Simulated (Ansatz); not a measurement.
The system is Bi.

```
CELL_PARAMETERS angstrom
-1.98143 1.98143 1.98143
1.98143 -1.98143 1.98143
1.98143 1.98143 -1.98143
ATOMIC_POSITIONS crystal
Bi 0.00000 0.00000 0.00000
```

This isn't the form of Bi at room conditions, which is rhombohedral.

| Property | Result |
| --- | --- |
| Program | Ansatz 0.2.0 |
| Task | relaxation of cell and atoms |
| Functional | BLYP |
| Dispersion | D3(BJ) |
| Potentials or basis | Ansatz PAW |
| Cutoff | 420 eV (not typed: the program's choice for these potentials) |
| k mesh | 9 × 9 × 9 |
| Occupations | fermi-dirac, width 0.05 eV |
| Spin | no spin polarisation |

At the start: volume 31.12 Å³/atom.

Task: Where does the relaxation end?

Result: It ends after 4 steps and the volume is 30.52 Å³/atom (-1.9 %); space group Im-3m (No. 229, to 0.05 Å).

The path:
| step | energy change (eV) | largest force (eV/Å) | volume (Å³) |
| --- | --- | --- | --- |
| 1 | 0.0000 | 0.0000 | 31.12 |
| 2 | -0.0021 | 0.0000 | 30.38 |
| 3 | -0.0022 | 0.0000 | 30.52 |
| 4 | -0.0020 | 0.0000 | 30.52 |

Final structure:
```
Bi
1.0
    -1.96878    1.96878    1.96878
     1.96878   -1.96878    1.96878
     1.96878    1.96878   -1.96878
Bi
1
Direct
  0.00000 0.00000 0.00000
```

Caveat: the plane-wave basis is chosen anew once the cell has moved, so the energies of steps on either side of that aren't comparable; the PAW data sets come from PBE, with cores solved anew for the run's functional, which leaves a small shift of forces and pressure.
